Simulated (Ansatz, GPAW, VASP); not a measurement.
# Pb: 3 runs at one level of theory

```xyz
1
Lattice="0.0000 2.4750 2.4750 2.4750 0.0000 2.4750 2.4750 2.4750 0.0000" Properties=species:S:1:pos:R:3 pbc="T T T"
Pb    0.0000    0.0000    0.0000
```

Alike in all runs: task single point; functional RPBE; k mesh 9 × 9 × 9; occupations gaussian, width 0.02 eV; no spin polarisation; no spin-orbit coupling. Pressure is positive in compression and, in plane waves, holds the error of the finite cutoff.

| program and potentials | plane-wave cutoff (eV) | notes | pressure (GPa) |
| --- | --- | --- | --- |
| Ansatz, all-electron LAPW, scalar-relativistic | - | - | 3.87 |
| GPAW, the program's PAW data sets (release 1.2.1) made for this functional | 600 | 14 valence electrons an atom on average | 3.61 |
| VASP, PBE PAW files Pb, 500 eV | 500 | potentials made for PBE; 4 valence electrons an atom on average | 3.54 |

The pressure spans 3.54 (VASP, PBE PAW files Pb, 500 eV) to 3.87 GPa (Ansatz, all-electron LAPW, scalar-relativistic), with all-electron results at 3.87.

Differences between rows come from potentials, basis sets and numerical settings, since the functional is the same but for its coding. Runs on potential files found faulty are left out.

All three runs put fcc lead under compression, so RPBE favours a larger volume than that of this cell. Since the cell lies close to the measured lattice constant, the pressure reflects an error of the calculation rather than a real stress in the metal. The likely main cause is the exchange part of RPBE, which favours inhomogeneous densities more strongly than PBE does and so tends to weaken bonds and expand lattices, notably in soft, heavy metals with polarisable cores. The missing spin-orbit coupling, which acts strongly on the 6p states that carry much of the bonding, may also shift the pressure.

The spread between the programs is small beside the pressure itself, so the sign doesn't hinge on the potential. The two PAW results lie close together although only the GPAW data set treats the 5d shell as valence, which gives no sign of a large 5d effect, though other differences could mask one. A single volume fixes neither the equilibrium lattice constant nor the bulk modulus.
